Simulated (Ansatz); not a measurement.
Input file of a DFT run on Na with Ansatz:

```yaml
crystal:
  lattice:
    - [0.0, 2.6449346387, 2.6449346387]
    - [2.6449346387, 0.0, 2.6449346387]
    - [2.6449346387, 2.6449346387, 0.0]
  atoms:
    - { symbol: Na, position: [0.0, 0.0, 0.0] }
basis:
  ecutwfc: 420
  ecutrho_ratio: 4
kpoints:
  mp_grid: { grid: [14, 14, 14] }
  band_path:
    path:
      - [[0.0, 0.0, 0.0], [0.5, 0.0, 0.5], [0.625, 0.25, 0.625]]
      - [[0.375, 0.375, 0.75], [0.0, 0.0, 0.0], [0.5, 0.5, 0.5], [0.5, 0.25, 0.75], [0.5, 0.0, 0.5]]
    npoints: 14
hamiltonian:
  xc: pbe
scf:
  occupations: { method: gaussian, width: 0.05 }
  n_extra_bands: 10
output:
  forces: true
  stress: true
  eigenvalues: true
  populations: true
  dos: { projected: true, de: 0.02, nscf_kmesh: { grid: [21, 21, 21] } }
  bader: true
```

At room temperature and ambient pressure Na is bcc.

Task: Before reading the output: what should come out?

Result: Pressure 0.0 GPa, gap on the mesh zero (metallic) (PBE, scalar-relativistic).

Output, machine lines left out:

```
scf.n_extra_bands = 10 over 5 filled bands (N_el = 9.0): the run solves 15 bands
Pseudopotentials: kind: paw
Pseudopotential: Na, paw, valence charge 9, recommended cutoff 420 eV (normal), Na.paw.azcp
Crystal: 1 atoms, lattice volume = 37.006 Å³
Basis set: ecut = 420 eV, 725 PW (Γ), exchange–correlation on 54×54×54 points (8 copies of the dense FFT grid, shifted against one another)
Bands: 15, of which v1, the nominal top of the filled ones, is band 5 counted from 1 (4 counted from 0)
Symmetry: 48 space group operations
Space group: Fm-3m (ITA 225), of the structure as read, at distance tolerance 3.3e-5 Å
k-points: 104 of 2744
Initial density: superposition of atomic densities (neutral atoms: chi_scale 0, normalization atom), corrected by the library's trained network
Initial wavefunctions: pseudopotential atomic-orbital guess
Functional: x = pbe(κ = 0.804, μ = 0.21951), c = pbe(β = 0.06672)
```

```
SCF iter   1: F=—  HF=-1486.418467 eV  |F-HF|=—  |Δ(HF+E_count)|=         —  Δρ=3.96e-4  dr2=2.74e-5  ethr=1.77e-3  ⟨swp⟩=5.5  Hψ=8437  notcnv=0  defer=141
SCF iter   2: F=—  HF=-1486.418405 eV  |F-HF|=—  |Δ(HF+E_count)|=   6.26e-5  Δρ=1.07e-4  dr2=2.66e-6  ethr=3.05e-7  ⟨swp⟩=2.3  Hψ=2938  notcnv=0  defer=225
SCF iter   3: F=—  HF=-1486.418425 eV  |F-HF|=—  |Δ(HF+E_count)|=   1.97e-5  Δρ=4.03e-5  dr2=3.85e-7  ethr=2.96e-8  ⟨swp⟩=2.0  Hψ=1465  notcnv=0  defer=225
SCF iter   4: F=-1486.418427 eV  HF=-1486.418427 eV  |F-HF|=2.48e-8  |Δ(HF+E_count)|=   2.56e-6  Δρ=1.10e-5  dr2=1.73e-8  ethr=4.27e-9  ⟨swp⟩=2.0  Hψ=1428  notcnv=0  defer=225
SCF iter   5: F=-1486.418427 eV  HF=-1486.418427 eV  |F-HF|=4.77e-10  |Δ(HF+E_count)|=   1.39e-8  Δρ=1.83e-6  dr2=4.69e-10  ethr=1.93e-10  ⟨swp⟩=2.0  Hψ=1512  notcnv=0  defer=225
SCF iter   6: F=-1486.418427 eV  HF=-1486.418427 eV  |F-HF|=4.55e-13  |Δ(HF+E_count)|=  2.87e-10  Δρ=8.55e-8  dr2=1.32e-12  ethr=5.21e-12  ⟨swp⟩=4.9  Hψ=6309  notcnv=0
```

```
SCF 1 converged in 6 iterations: F = -1486.418427 eV  dr2 = 1.32e-12
NSCF: frozen V_eff on 86 k-points
NSCF: frozen V_eff on 286 k-points
SCF converged after 6 iterations
Free energy (F): -1486.418427 eV
E sigma→0 (E₀):  -1486.418215 eV
Entropy (-TS):   -0.000425 eV (-0.425 meV/atom)
Fermi energy:    1.733516 eV
--- Forces (eV/Å), atoms counted from 1 ---
  atom   1  Na     0.00000000     0.00000000     0.00000000
--- Stress (GPa, compression-positive) ---
       -0.001473       0.000000       0.000000
        0.000000      -0.001473       0.000000
        0.000000       0.000000      -0.001473
  P = ⅓ Tr σ = -0.0015 GPa (-0.015 kbar)
--- Löwdin populations: 1 site ---
  site symbol       q [e]
     0     Na      8.9626
--- Bader charges: 1 site ---
  site symbol  charge [e]  shift [e] shared [e]
     0     Na      0.0031     0.0000     0.0000
  maxima off the nuclei: 2, with 0.0031 electrons
  on the straight line to a nucleus their density falls by 2.6e-5 of itself; PAW files or a low cutoff
  can make one that falls by little (a run on other files and one at a higher cutoff tell): if they did, read the shared
  charge, to which what the maxima have on the atom's side is counted
  estimated error of the sums over rays = 2.5e-5 e
```
